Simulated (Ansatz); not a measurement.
Consider the ligand exchange at the Si–C bond: `FC[SiH](F)F` + `CC(=O)O` → `CC(=O)O[SiH](F)F` + `CF`.

Isolated molecules relaxed with PBE0-D4/def2-TZVP in Ansatz; ΔE leaves out vibrations. CCSD(T)/CBS is the MP2 limit (def2-TZVPP, def2-QZVPP) plus CCSD(T) − MP2 in def2-TZVPP, frozen cores. This one scheme is used for every species. DFT in def2-TZVPP. B3LYP here is the variant with VWN-RPA as its local correlation; programs differ in this. HSE06 is defined as in plane-wave codes. One conformer a species, not always the lowest.

`FC[SiH](F)F`:

Cartesian coordinates in Å:
```
F -1.235 -0.877 -1.209
C -0.943 0.093 -0.257
Si 0.843 -0.085 0.282
F 1.086 0.947 1.464
F 1.804 0.316 -0.913
H -1.625 -0.035 0.591
H -1.133 1.080 -0.692
H 1.203 -1.440 0.735
```

`CC(=O)O`:

Cartesian coordinates in Å:
```
C -0.603 -0.668 -0.334
C 0.288 0.503 -0.069
O 0.489 1.420 -0.817
O 0.865 0.421 1.145
H -0.026 -1.593 -0.274
H -1.381 -0.721 0.430
H -1.052 -0.570 -1.319
H 1.420 1.209 1.238
```

`CC(=O)O[SiH](F)F`:

```xyz
11

C    -1.792   -0.153    0.808
C    -0.379    0.238    0.541
O     0.286    0.990    1.199
O     0.125   -0.356   -0.567
Si    1.682    0.006   -1.006
F     1.869   -0.759   -2.373
F     2.696   -0.619    0.024
H    -2.154    0.351    1.700
H    -2.412    0.104   -0.053
H    -1.852   -1.236    0.935
H     1.931    1.433   -1.206
```

`CF`:

Cartesian coordinates in Å:
```
C 0.011 -0.049 0.034
F -0.242 1.063 -0.736
H 0.377 -0.853 -0.609
H -0.912 -0.360 0.528
H 0.767 0.200 0.783
```

```tsv
level	ΔE (kJ/mol)	difference from CCSD(T)/CBS
LDA (SPW92)	-104.5	17.6
PBE-D4	-102.8	19.3
revPBE-D4	-103.7	18.4
BLYP-D4	-111.8	10.3
r2SCAN-D4	-117.4	4.7
B97M-V	-120.8	1.3
PBE0-D4	-110.4	11.7
B3LYP-D4	-117.4	4.7
r2SCANh-D4	-118.9	3.2
HSE06-D4	-110.2	11.9
BHLYP-D4	-126.5	-4.4
CAM-B3LYP-D4	-119.5	2.6
ωB97X-V	-115.4	6.7
ωB97M-V	-116.3	5.8
B2PLYP	-119.4	2.7
PBE-QIDH	-119.1	3.0
PBE	-100.2	21.9
revPBE	-98.0	24.1
BLYP	-106.9	15.2
r2SCAN	-116.5	5.6
PBE0	-108.0	14.1
B3LYP	-113.5	8.6
r2SCANh	-117.9	4.2
r2SCAN0	-119.9	2.2
BHLYP	-123.2	-1.1
CAM-B3LYP	-116.9	5.2
RPA@PBE/def2-TZVPP	-121.1	1.0
HF/def2-SVP	-121.3	0.8
MP2/def2-SVP	-117.6	4.5
CCSD/def2-SVP	-115.6	6.5
CCSD(T)/def2-SVP	-115.2	6.9
MP2/def2-TZVPP	-125.4	-3.3
SCS-MP2/def2-TZVPP	-126.1	-4.0
CCSD/def2-TZVPP	-123.9	-1.8
CCSD(T)/def2-TZVPP	-122.9	-0.8
HF/def2-QZVPP	-135.4	-13.3
MP2/def2-QZVPP	-125.7	-3.6
SCS-MP2/def2-QZVPP	-126.2	-4.1
HF/CBS(def2)	-135.6	-13.5
CCSD/CBS(def2)	-123.0	-0.9
CCSD(T)/CBS	-122.1	0
```

Largest T1 diagnostic among the species: 0.015.

From BLYP to BHLYP (50 % exact exchange), in def2-TZVPP and without D4, ΔE moves by −16.2 kJ/mol. The D4 term adds −3.9 kJ/mol with B3LYP and −2.4 kJ/mol with PBE0; it sums over pairs of atoms, weighted by their polarisabilities, and B3LYP, whose exchange is more repulsive, gets the larger term.

CCSD(T)/CBS has its own doubt, a few kJ/mol and more with outer-core shells, so smaller differences from it don't rank the levels.
